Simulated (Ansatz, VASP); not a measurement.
# Two plane-wave programs on Ca

```
CELL_PARAMETERS angstrom
3.25784 0.00000 0.00000
-1.62892 2.82138 0.00000
0.00000 0.00000 10.75089
ATOMIC_POSITIONS crystal
Ca 0.00000 0.00000 0.00000
Ca 0.00000 0.00000 0.50000
Ca 0.33333 0.66667 0.25000
Ca 0.66667 0.33333 0.75000
```

Alike in both runs: functional PBE; k mesh 11 × 11 × 3; occupations fermi-dirac, width 0.05 eV; no spin polarisation.

Ansatz relaxed the structure, and its values are those at the end. VASP's run is a single point on that final structure, the one shown.

|  | VASP | Ansatz |
| --- | --- | --- |
| version | VASP 6.6.1 | Ansatz 0.2.0 |
| potentials or method | VASP PAW PBE potentials, release 64 (Ca_sv) | PAW with Ansatz's default frozen-core files, scalar-relativistic |
| plane-wave cutoff (eV) | 520 | 420 |
| valence electrons in the cell | 40 | 40 |

```csv
,VASP,Ansatz,Ansatz less VASP
pressure (GPa),21.0,21.0,-0.04
```

With one functional, cell and mesh, what is left measures potentials, basis and numerics.

Caveats: so large a pressure means that the cell lies far from this level's equilibrium, or that cutoff or potentials fall short (VASP).
